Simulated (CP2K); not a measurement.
## InSe in CP2K: the effect of functional

InSe:

```
In Se
1.0
     8.75025    0.00000    0.00000
     7.83599    3.89411    0.00000
     7.83599    1.83973    3.43213
In Se
2 2
Direct
  0.88860 0.88860 0.88860
  0.00000 0.00000 0.00000
  0.17190 0.17190 0.17190
  0.38350 0.38350 0.38350
```

Alike in all runs:

* Program: CP2K 2026.2
* Task: atomic charges
* Potentials or basis: POTENTIAL_UZH In GTH-PBE-q13, Se GTH-PBE-q6; TZVP-MOLOPT-PBE-GTH basis
* Density cutoff: 9184 eV
* k mesh: 8 × 8 × 8
* Occupations: fermi-dirac, width 0.05 eV
* Spin: no spin polarisation

| functional | gap on the mesh (eV) | pressure (GPa) | largest force (eV/Å) |
| --- | --- | --- | --- |
| PBE | 0.42 | 3.3 | 0.45 |
| LDA | 0.18 | 0.1 | 0.47 |
| PBEsol | 0.29 | 1.1 | 0.46 |
| AM05 | ? | ? | ? |
| WC | 0.29 | 1.2 | 0.46 |
| TASK | 0.89 | 3.1 | 0.58 |

Problem. What does the run with functional AM05 give?

Solution. gap on the mesh 0.36 eV; pressure 1.6 GPa; largest force 0.45 eV/Å.

Caveats: spin-orbit coupling is left out, which moves the levels of the heavy elements; the basis of atomic orbitals isn't converged, which shifts pressures, moduli and gaps; the potentials were made for another functional, which shifts forces and pressure (some runs).

A k mesh can miss the band edges.
